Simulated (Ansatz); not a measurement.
Crystal: Ag.

```
Ag
1.0
     0.00000    2.04275    2.04275
     2.04275    0.00000    2.04275
     2.04275    2.04275    0.00000
Ag
1
Direct
  0.00000 0.00000 0.00000
```

* Program: Ansatz 0.2.0
* Task: relaxation of cell and atoms
* Functional: PBEsol
* Dispersion: D3(BJ)
* Potentials or basis: Ansatz PAW
* Cutoff: 420 eV (not typed: the program's choice for these potentials)
* k mesh: 11 × 11 × 11
* Occupations: fermi-dirac, width 0.05 eV
* Spin: no spin polarisation

At the start: volume 17.05 Å³/atom.

Where does the relaxation end?

It ends after 4 steps and the volume is 15.89 Å³/atom (-6.8 %); space group Fm-3m (No. 225, to 0.05 Å).

The path:
```
step  energy change (eV)  largest force (eV/Å)  volume (Å³)
   1              0.0000                0.0000        17.05
   2             -0.0313                0.0000        16.07
   3             -0.0322                0.0000        15.89
   4             -0.0318                0.0000        15.89
```

Final structure:
```
CELL_PARAMETERS angstrom
0.00000 1.99550 1.99550
1.99550 0.00000 1.99550
1.99550 1.99550 0.00000
ATOMIC_POSITIONS crystal
Ag 0.00000 0.00000 0.00000
```

Caveat: the plane-wave basis is chosen anew once the cell has moved, so the energies of steps on either side of that aren't comparable; pairwise dispersion overbinds metals, which lowers pressure and volume; the PAW data sets come from PBE, with cores solved anew for the run's functional, which leaves a small shift of forces and pressure.
